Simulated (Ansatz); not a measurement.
**From the elastic tensor of Si at 35 GPa (stress–strain coefficients) to moduli and sound speeds**

The calculation used Ansatz 0.2.0, DFT PBE, scalar-relativistic, plane waves, PAW. Settings: 420 eV plane-wave cutoff, Γ-centred 12×12×12 mesh, Gaussian smearing of 0.01 eV. No spin polarisation.

It takes space group Fd-3m (No. 227, cubic). Conventional cell: a = 5.050 Å, b = 5.050 Å, c = 5.050 Å, α = 90.00°, β = 90.00°, γ = 90.00°. Si (site symmetry -43m) has 4 Si at 2.19 Å as nearest neighbours.

The real crystal has changed phase below this pressure. The bands were filled as in an insulator; under compression the gap may have closed between mesh points.

Relaxed-ion constants (GPa, on the Cartesian axes of the calculation):
C11 = 269.6, C12 = 189.0, C13 = 189.0, C22 = 269.6, C23 = 189.0, C33 = 269.6, C44 = 69.5, C55 = 69.5, C66 = 69.5 GPa; the others vanish.

Density 2.897 g/cm³; 2 atoms in 32.20 Å³.

The values that follow are for a polycrystal of randomly turned grains, by Hill's mean where one number stands.

| Item | Value |
| --- | --- |
| Bulk modulus, Voigt / Reuss / Hill | 215.8 / 215.8 / 215.8 GPa |
| Shear modulus, Voigt / Reuss / Hill | 57.8 / 53.9 / 55.9 GPa |
| Young's modulus | 154 GPa |
| Poisson ratio | 0.381 |
| Pugh ratio B/G | 3.86 |
| Universal anisotropy index | 0.36 |
| Longitudinal and transverse sound speeds | 10011 and 4391 m/s |
| Debye temperature from the mean sound speed | 585 K |

Cost: 1 run of about 0.87 core-minutes, on Arm Neoverse V2 (shared hosts).

Compressed diamond-type silicon resists a change of volume far more strongly than a change of shape: the bulk modulus is 215.8 GPa, the Hill shear modulus only 55.9 GPa. Relative to silicon at ambient pressure, the former is much higher and the latter somewhat lower. Shortened bonds stiffen the lattice against further compression, whereas shear in this open tetrahedral network is resisted largely by the angular stiffness of the sp³ bonds, which does not keep pace. The softest shear is the tetragonal one, governed by C11 − C12, and this is the type of strain that links diamond to the β-tin structure. It still meets a positive restoring force, so the lattice is stable against small homogeneous strains, which is compatible with a first-order transition to a denser phase. The large Pugh ratio mainly reflects the pressure-raised bulk modulus and is no evidence of ductility. Elastic constants probe only long wavelengths, so stability against zone-boundary transverse acoustic modes, known to soften in compressed silicon, remains open.
